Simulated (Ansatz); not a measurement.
BN:

```
CELL_PARAMETERS angstrom
0.00000 1.81300 1.81300
1.81300 0.00000 1.81300
1.81300 1.81300 0.00000
ATOMIC_POSITIONS crystal
N 0.25000 0.25000 0.25000
B 0.00000 0.00000 0.00000
```

The cell is a database's computed one.

Base run:

| Property | Result |
| --- | --- |
| Program | Ansatz 0.2.0 |
| Functional | revPBE |
| Potentials or basis | Ansatz PAW |
| Cutoff | 420 eV (not typed: the program's choice for these potentials) |
| k mesh | 13 × 13 × 13 |
| Occupations | fermi-dirac, width 0.05 eV |
| Spin | no spin polarisation |

Its results: band gap on the k mesh 4.56 eV, indirect (least direct gap 8.84 eV); pressure 4.0 GPa.

After a change of settings the same cell gave: band gap on the k mesh 4.57 eV, indirect (least direct gap 8.85 eV); pressure 5.4 GPa. Which change was it?
A. functional from revPBE to PBE; occupations from fermi-dirac, width 0.05 eV to gaussian, width 0.011 eV
B. functional from revPBE to RPBE
C. functional from revPBE to HSE06; k mesh from 13 × 13 × 13 to 7 × 7 × 7
D. functional from revPBE to LDA

B.

Caveats: the k mesh misses the band edges, so the gap on the mesh is wider than the one along the path; the PAW data sets come from PBE, with cores solved anew for the run's functional, which leaves a small shift of forces and pressure.
